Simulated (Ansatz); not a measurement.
**Nb: properties at the relaxed cell**

An exercise on one series of results from a longer session: the logs are not shown, and one member is left open.

This is Nb in the fcc structure; at room conditions it is bcc.

Program: Ansatz 0.2.0. Level of theory: DFT PBEsol, scalar-relativistic, plane waves, PAW. These are calculated values, not measurements.

1 further run of the same task is left out (set aside as unsound or not needed).

**Starting point**

Symmetry: Fm-3m, No. 225, cubic system. The conventional cell has a = 4.170 Å, b = 4.170 Å, c = 4.170 Å, α = 90.00°, β = 90.00°, γ = 90.00°. Around Nb (site symmetry m-3m) lie 12 Nb at 2.95 Å.

As a file:

```cif
data_structure
_symmetry_space_group_name_H-M 'Fm-3m'
_symmetry_Int_Tables_number 225
_cell_length_a 4.1704
_cell_length_b 4.1704
_cell_length_c 4.1704
_cell_angle_alpha 90.000
_cell_angle_beta 90.000
_cell_angle_gamma 90.000
_cell_volume 72.53
loop_
_atom_site_label
_atom_site_type_symbol
_atom_site_symmetry_multiplicity
_atom_site_Wyckoff_symbol
_atom_site_fract_x
_atom_site_fract_y
_atom_site_fract_z
_atom_site_occupancy
Nb1 Nb 4 a 0.00000 0.00000 0.00000 1
```

This cell was relaxed beforehand with the same method: volume 18.13 Å³/atom, gap on the mesh none (metal).

The first run:

Contents of input.yaml:

```yaml
crystal:
  lattice:
    - [0.0, 2.0852054921, 2.0852054921]
    - [2.0852054921, 0.0, 2.0852054921]
    - [2.0852054921, 2.0852054921, 0.0]
  atoms:
    - { symbol: Nb, position: [0.0, 0.0, 0.0] }
basis:
  ecutwfc: 420
kpoints:
  mp_grid: { grid: [18, 18, 18] }
  band_path:
    path:
      - [[0.0, 0.0, 0.0], [0.5, 0.0, 0.5], [0.625, 0.25, 0.625]]
      - [[0.375, 0.375, 0.75], [0.0, 0.0, 0.0], [0.5, 0.5, 0.5], [0.5, 0.25, 0.75], [0.5, 0.0, 0.5]]
    npoints: 14
hamiltonian:
  xc: pbesol
scf:
  occupations: { method: gaussian, width: 0.1 }
  n_extra_bands: 6
output:
  forces: true
  stress: true
  eigenvalues: true
  populations: true
  dos: { projected: true, de: 0.02, nscf_kmesh: { grid: [27, 27, 27] } }
  bader: true
  write_density: true
  write_potential: true
  elf: true
  volumetric_format: npy
```

The run is started by

```bash
> ansatz run input.yaml --threads 1 --pin off --max-ram 2560MiB --backend cpu --events-out ev --progress --plain --runs-dir out
```

Steps of the session up to this table: Bands, states and charges; The cell as listed, for comparison; Volume × 0.97; The cell scaled to 1.03 of its volume; Volume × 0.94; The cell scaled to 1.06 of its volume; Point at V/V0 = 0.91; Point at V/V0 = 1.10; The cell scaled to 0.88 of its volume.

One of the session's tables, all rows but one given; the rest of the session is left out.

It belongs to the step «Energy against volume». 

| volume (Å³/atom) | energy above the lowest point (meV/atom) | pressure (GPa) |
| --- | --- | --- |
| 15.957 | 172.7 | 27.97 |
| 16.501 | 92.4 | 19.45 |
| 17.045 | 39.1 | 12.06 |
| 17.589 | ? | ? |
| 18.133 | 0.0 | 0.00 |
| 18.677 | 8.6 | -4.91 |
| 19.221 | 32.8 | -9.18 |
| 19.947 | 85.7 | -14.01 |

Estimate the missing values for volume (Å³/atom) = 17.589.

Worked estimate for «energy above the lowest point (meV/atom)». A straight line through the neighbours (17.045, 39.1) and (18.133, 0.0) gives 39.1 + (0.0 − 39.1) × (17.589 − 17.045) / (18.133 − 17.045) = 19.6; a parabola fitted to 4 rows on both sides gives 9.2.

The run gave: energy above the lowest point (meV/atom): 9.3; pressure (GPa): 5.62. In «energy above the lowest point (meV/atom)» the line misses by +10.3 and the parabola by -0.1.
